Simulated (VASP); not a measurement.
Write the native input for VASP 6.6.1 that does the following.

```
Task                   : single point
Functional             : PBE
Potentials or basis    : VASP PAW PBE potentials, release 64 (Sr_sv)
Cutoff                 : 520 eV
k mesh                 : 8 × 8 × 8
Occupations            : fermi-dirac, width 0.05 eV
Spin                   : no spin polarisation
Further INCAR settings : ALGO = Normal; EDIFF = 1e-07; NBANDS = 11
```

The structure of Sr lies in POSCAR:

```
Sr
1.0
   -2.3801670000      2.4775910000      2.4246930000
    2.3779460000     -2.5185890000      2.4634700000
    2.3656120000      2.5040340000     -2.4656910000
Sr
1
Direct
    0.0136030000      0.0059810000     -0.0139020000
```

This isn't the form of Sr at room conditions, which is fcc.

The cell isn't the ideal one: cell strained at random at fixed volume.

These files were run (other wordings do the same):

INCAR

```
PREC = Accurate ; ENCUT = 520
EDIFF = 1E-7 ; ISMEAR = -1
SIGMA = 0.05 ; LREAL = F
LASPH = T ; NELM = 80
ALGO = Normal ; ISIF = 2
LWAVE = F ; LCHARG = F
GGA = PE ; NBANDS = 11
```

KPOINTS

```
Automatic mesh
0
Gamma
  8 8 8
```

Potentials or basis: VASP PAW PBE potentials, release 64 (Sr_sv).

Launch:

```sh
$ cat potpaw_PBE.64/Sr_sv/POTCAR > POTCAR
$ mpirun -np 1 vasp_std > vasp.out
```

It gave:

* Pressure: -0.7 GPa
* Band gap on the k mesh: none (metal or under the smearing width)

Run time: 96 s on 1 thread of Intel(R) Xeon(R) Platinum 8488C (Sapphire Rapids) (shared host), peak memory 0.29 GiB.
